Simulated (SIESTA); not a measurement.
Crystal: MgS (Niningerite).

```xyz
2
Lattice="0.0000 2.6016 2.6016 2.6016 0.0000 2.6016 2.6016 2.6016 0.0000" Properties=species:S:1:pos:R:3 pbc="T T T"
S     2.6016    2.6016    2.6016
Mg    0.0000    0.0000    0.0000
```

Base run:

* Program: SIESTA 5.4.2
* Functional: LDA
* Potentials or basis: PseudoDojo 0.4 standard (LDA files)
* Basis: SZP (energy shift 0.003 Ry)
* Grid cutoff: 800 Ry
* Energy shift: 0.003 Ry
* k mesh: 7 × 7 × 7
* Occupations: fermi-dirac, width 0.05 eV
* Spin: no spin polarisation

Its results: band gap on the k mesh 2.52 eV, indirect (least direct gap 3.73 eV); pressure 2.3 GPa.

**Question.** The run is repeated on the same cell with these changes: basis from SZP (energy shift 0.003 Ry) to DZP (energy shift 0.003 Ry; two zetas on semicore shells); k mesh from 7 × 7 × 7 to 9 × 9 × 9. What comes out?

**Answer.** Band gap on the k mesh 2.63 eV, indirect (least direct gap 3.57 eV); pressure -0.9 GPa.

Several settings changed at once, so the effect can't be laid on one alone.

Caveats: the basis of atomic orbitals isn't converged, which shifts pressures, moduli and gaps; an odd mesh through Γ misses points on the zone boundary, where band edges often lie (some runs); the mesh misses the band edges, which the band path finds closer together (some runs).
